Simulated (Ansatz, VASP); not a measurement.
**Y in VASP and in Ansatz**

File INCAR:

```
SYSTEM = Y
PREC     = Accurate       ! precision mode
ENCUT    = 520            ! plane-wave cutoff, eV
EDIFF    = 1E-6           ! SCF threshold, eV
ISMEAR   = 0              ! smearing method
SIGMA    = 0.15           ! smearing width, eV
LREAL    = .FALSE.        ! projectors in reciprocal space
LASPH    = .TRUE.         ! aspherical terms in the spheres
NELM     = 100            ! most SCF steps
ALGO     = Normal         ! electronic algorithm
ISIF     = 2              ! what is computed and relaxed
LWAVE    = .FALSE.        ! write WAVECAR
LCHARG   = .FALSE.        ! write CHGCAR
NBANDS   = 12             ! bands
```

File KPOINTS:

```
regular mesh
0
G
  16 16 16
  0 0 0
```

File POSCAR:

```
Y
1.0
    0.0000000000      2.4850000000      2.7645625000
    2.4850000000      0.0000000000      2.7645625000
    2.4850000000      2.4850000000      0.0000000000
Y
1
Direct
    0.0000000000      0.0000000000      0.0000000000
```

Input for Ansatz:

```yaml
crystal:
  lattice:
    - [0.0, 2.485, 2.7645625]
    - [2.485, 0.0, 2.7645625]
    - [2.485, 2.485, 0.0]
  atoms:
    - { symbol: "Y", position: [0.0, 0.0, 0.0] }
basis:
  ecutwfc: 420
kpoints:
  mp_grid: { grid: [16, 16, 16] }
hamiltonian:
  xc: lda
scf:
  occupations: { method: gaussian, width: 0.15 }
output:
  forces: true
  stress: true
  eigenvalues: true
```

Change from the starting cell: strain +0.1125 x Voigt [0, 0, 1, 0, 0, 0], atoms carried along.

Alike in both runs: task single point; functional LDA; k mesh 16 × 16 × 16; occupations gaussian, width 0.15 eV; no spin polarisation.

|  | VASP | Ansatz |
| --- | --- | --- |
| version | VASP 6.6.1 | Ansatz 0.2.0 |
| potentials or method | VASP PAW LDA potentials, release 64 (Y_sv) | scalar-relativistic, plane waves, PAW |
| plane-wave cutoff (eV) | 520 | 420 |
| valence electrons in the cell | 11 | 11 |

Ansatz gave:

```
gap on the k mesh at the Fermi level (eV)       : none
pressure (GPa)                                  : -5.2
largest component of the traceless stress (GPa) : 2.21
```

Problem. What did VASP give for the same quantities?

Solution. gap on the k mesh at the Fermi level (eV): none; pressure (GPa): -5.3; largest component of the traceless stress (GPa): 2.21.

A gap of «none» marks a metal or a gap that the smearing closes.
